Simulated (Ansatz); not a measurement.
# Pt: equilibrium volume by level of theory

```xyz
1
Lattice="0.0000 1.9609 1.9609 1.9609 0.0000 1.9609 1.9609 1.9609 0.0000" Properties=species:S:1:pos:R:3 pbc="T T T"
Pt    0.0000    0.0000    0.0000
```

| rung | level | program and potentials | cutoff (eV) | k mesh | smearing | task | core time | chip | equilibrium volume (Å³/atom) | miss | notes |
| --- | --- | --- | --- | --- | --- | --- | --- | --- | --- | --- | --- |
| GGA + dispersion | PBE+D3(BJ) | Ansatz, Ansatz PAW | 420 | 12 × 12 × 12 | fermi-dirac 0.05 | relaxation of cell and atoms | 2.7 s | Arm Neoverse V2 | (a) | ? | - |
| GGA + dispersion | PBEsol+D3(BJ) | Ansatz, Ansatz PAW | 420 | 12 × 12 × 12 | fermi-dirac 0.05 | relaxation of cell and atoms | 5.6 s | AMD EPYC 7R13 Zen 3 | 14.63 | -3.0 % | potentials made for PBE, which Ansatz adapts in part |
| GGA + dispersion | PBEsol+D3(BJ)+ATM | Ansatz, Ansatz PAW | 420 | 12 × 12 × 12 | fermi-dirac 0.05 | relaxation of cell and atoms | 5.7 s | AMD EPYC 7R13 Zen 3 | 14.76 | -2.2 % | potentials made for PBE, which Ansatz adapts in part |
| GGA + dispersion | PBEsol+D4 | Ansatz, Ansatz PAW | 420 | 12 × 12 × 12 | fermi-dirac 0.05 | relaxation of cell and atoms | 6.1 s | AMD EPYC 7R13 Zen 3 | (b) | ? | potentials made for PBE, which Ansatz adapts in part |
| GGA | PBE | Ansatz, Ansatz PAW | 420 | 12 × 12 × 12 | fermi-dirac 0.05 | equation of state | 8.3 s | Arm Neoverse V1 | 15.65 | +3.7 % | - |
| meta-GGA | r2SCAN | Ansatz, Ansatz PAW | 500 | 12 × 12 × 12 | fermi-dirac 0.05 | equation of state | 21 s | Arm Neoverse V1 | 15.30 | +1.4 % | potentials made for PBE, which Ansatz adapts in part |
| hybrid | PBEsol0 | Ansatz, Ansatz PAW | 420 | 6 × 6 × 6 | fermi-dirac 0.05 | relaxation of cell and atoms | 47 s | Arm Neoverse V1 | 14.59 | -3.3 % | coarse mesh; potentials made for PBE, which Ansatz adapts in part |

Times are single runs on shared hosts and different chips, so they are rough; meshes, cutoffs and the tasks' sizes weigh on the time. All rows: no spin polarisation. Smearing widths are in eV. For a metal such meshes aren't converged. Meshes differ between rows, which moves values too. Meshes are those of the run's cell of 1 atom unless a note names another. Relaxations start from the cell shown or near it and stop with a little pressure left. Misses use the values as printed. Runs on faulty files, with rough fits or with known faults for this quantity aren't shown. No row holds spin-orbit coupling.

Measured: 15.09 Å³/atom (arxiv:2412.16732). The runs are for a static lattice.

Problem. Estimate the values left out from the other rows.

Solution. (a) 15.17 Å³/atom, miss +0.5 %; (b) 14.82 Å³/atom, miss -1.8 %.
